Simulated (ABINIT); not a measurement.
Runs of ABINIT 10.8.3 (patched build) on MnO. Symmetry: Fm-3m, No. 225, cubic system. The conventional cell has a = 4.448 Å, b = 4.448 Å, c = 4.448 Å, α = 90.00°, β = 90.00°, γ = 90.00°. Around Mn (site symmetry m-3m) lie 6 O at 2.22 Å. O (site symmetry m-3m) is surrounded by 6 Mn at 2.22 Å. The cell is a database's computed one.

| task | level | potentials or basis | U | k mesh | cutoff (eV) | line searches a band (nline) | double counting (usepawu) | occupation projector (dmatpuopt) | perturbed atom | perturbed element | other keys | mesh quality | gap on the mesh (eV) | pressure (GPa) | moment (μB) |
| --- | --- | --- | --- | --- | --- | --- | --- | --- | --- | --- | --- | --- | --- | --- | --- |
| Hubbard U by linear response | PBEsol+U | Ansatz PAW PBE default generated set, frozen core | Mn d U = 2 eV | 5 × 5 × 5 | 435 | 6 | 1 | 3 | 1 | Mn | several, not listed | coarse | none | -0.3 | 5.00 |
| Hubbard U by linear response | PBE+U | JTH PAW PBE v2.0 | Mn d U = 2 eV | 5 × 5 × 5 | 707 | - | 1 | 3 | 1 | Mn | nnsclo = 2; diemix = 0.5 | coarse | none | 6.2 | 5.00 |
| optical spectrum | PBEsol | PseudoDojo NC SR PBEsol v0.4.1 standard | - | 6 × 6 × 6, with 4 shifts | 1143 | - | - | - | - | - | - | not flagged | - | (a) | 4.81 |
| single point | PBEsol | PseudoDojo NC SR PBEsol v0.4.1 standard | - | 8 × 8 × 8 | 1143 | - | - | - | - | - | - | not flagged | none | -8.4 | 4.81 |

Alike in all rows: spin collinear, ferromagnetic start; cell as given; smearing fermi-dirac 0.05 eV.

**Question.** Estimate the missing entries.

**Answer.** (a) -8.2.

Caveats: some runs use coarse meshes; a cell with one magnetic atom can't hold antiferromagnetic order, which such compounds often take; the shifted atom has its images in every cell, so this scalar value isn't converged in cell size and belongs to these projectors alone (some runs); Libxc's GGAs can fail where the two spin gradients oppose each other (some runs); the PAW data sets were made with another functional, which shifts forces and pressure a little (some runs); the atomic spheres overlap (some runs); the intraband (Drude) term is left out (some runs); spectra need much finer meshes, so this one isn't converged (some runs).

A gap of «none» marks a metal or a gap under the smearing width.
